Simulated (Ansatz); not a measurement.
# CoPt under a change: Pt interstitial (started 1.61 Å from the nearest host atom), symmetric start

The reference is a 16-atom supercell of CoPt (space group P4/mmm, No. 123; a = 2.6595 Å, c = 3.6618 Å; ferromagnetic) at its relaxed geometry.

Modification: a neutral Pt interstitial (started 1.61 Å from the nearest host atom), symmetric start, atoms relaxed at fixed cell.

Computed with Ansatz (a first-principles code), PBEsol, PAW, cutoff 420 eV, scalar-relativistic without spin-orbit coupling. Settings: 7×7×7 k-points, 0.05 eV Fermi–Dirac smearing.

The pressure goes from zero to 35.3 GPa and the largest displacement of a host atom from its site in the perfect cell is 0.80 Å. The final site of the added atom is 6 Co at 2.13–2.88 Å and 4 Pt at 2.51 Å.

Final structure:

```
CELL_PARAMETERS angstrom
      5.31900     0.00000    -3.66179
      0.00000     5.31900    -3.66179
      0.00000     5.31900     3.66179
ATOMIC_POSITIONS crystal
  Co 0.40086 0.68123 0.56877
  Co 0.25606 0.99221 0.73385
  Co 0.21590 0.27525 0.97475
  Co 0.25606 0.51615 0.25779
  Co 0.74394 0.24827 0.47779
  Co 0.74394 0.77221 0.00173
  Co 0.78410 0.49115 0.75885
  Co 0.59914 0.08208 0.16792
  Pt 0.00000 0.03097 0.95175
  Pt 0.00000 0.29825 0.21903
  Pt 0.00000 0.46672 0.51488
  Pt 0.00000 0.73512 0.78328
  Pt 0.50012 0.51300 0.99924
  Pt 0.49988 0.01312 0.49913
  Pt 0.49988 0.75087 0.23688
  Pt 0.50012 0.25076 0.73700
  Pt 0.00000 0.88264 0.36736
```

Cost of the whole job for the changed cell (relaxation, final SCF and bands): about 120 core-minutes (a rough figure).

Other magnetic orders, which the real material may have, were not ruled out. In so small a cell the defect repeats every few ångströms: this is an ordered compound, not a dilute defect. The defect started on the symmetric site and kept its symmetry, so it may sit on a saddle. The defect cell is spin-polarised and ends with 16.2 μB, a fractional moment that hangs on the mesh and smearing.
